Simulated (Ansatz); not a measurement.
Crystal: PbS.

```
CELL_PARAMETERS angstrom
2.07995 -5.99130 0.00000
2.07995 5.99130 0.00000
0.00000 0.00000 4.27932
ATOMIC_POSITIONS crystal
Pb 0.13056 0.86944 0.25000
Pb 0.86944 0.13056 0.75000
S 0.35480 0.64520 0.25000
S 0.64520 0.35480 0.75000
```

Measurements of this composition are mostly on another form, of space group No. 225.

```yaml
Program: Ansatz 0.2.0
Task: relaxation of cell and atoms
Functional: HSEsol
Potentials_or_basis: Ansatz PAW
Cutoff: "420 eV (not typed: the program's choice for these potentials)"
k_mesh: 4 × 4 × 3
Occupations: fermi-dirac, width 0.05 eV
Spin: no spin polarisation
```

At the start: volume 26.66 Å³/atom.

Problem. How do energy, volume and symmetry change on relaxing?

Solution. It ends after 5 steps and the volume is 25.27 Å³/atom (-5.2 %); space group Cmcm (No. 63, to 0.05 Å).

Step by step:
```csv
step,energy change (eV),largest force (eV/Å),volume (Å³)
1,0.0000,0.1956,106.65
2,-0.0027,0.3271,97.98
3,-0.0383,0.0222,101.13
4,-0.0385,0.0025,101.09
5,-0.0379,0.0024,101.09
```

Final structure:
```
CELL_PARAMETERS angstrom
2.04276 -5.84972 0.00000
2.04276 5.84972 0.00000
0.00000 0.00000 4.22991
ATOMIC_POSITIONS crystal
Pb 0.12931 0.87069 0.25000
Pb 0.87069 0.12931 0.75000
S 0.35716 0.64284 0.25000
S 0.64284 0.35716 0.75000
```

Caveat: the k mesh is coarse (spacing up to 0.49 Å⁻¹), so the values aren't converged, least of all with exact exchange; the plane-wave basis is chosen anew once the cell has moved, so the energies of steps on either side of that aren't comparable; the PAW data sets come from PBE, with cores solved anew for the run's functional, which leaves a small shift of forces and pressure.
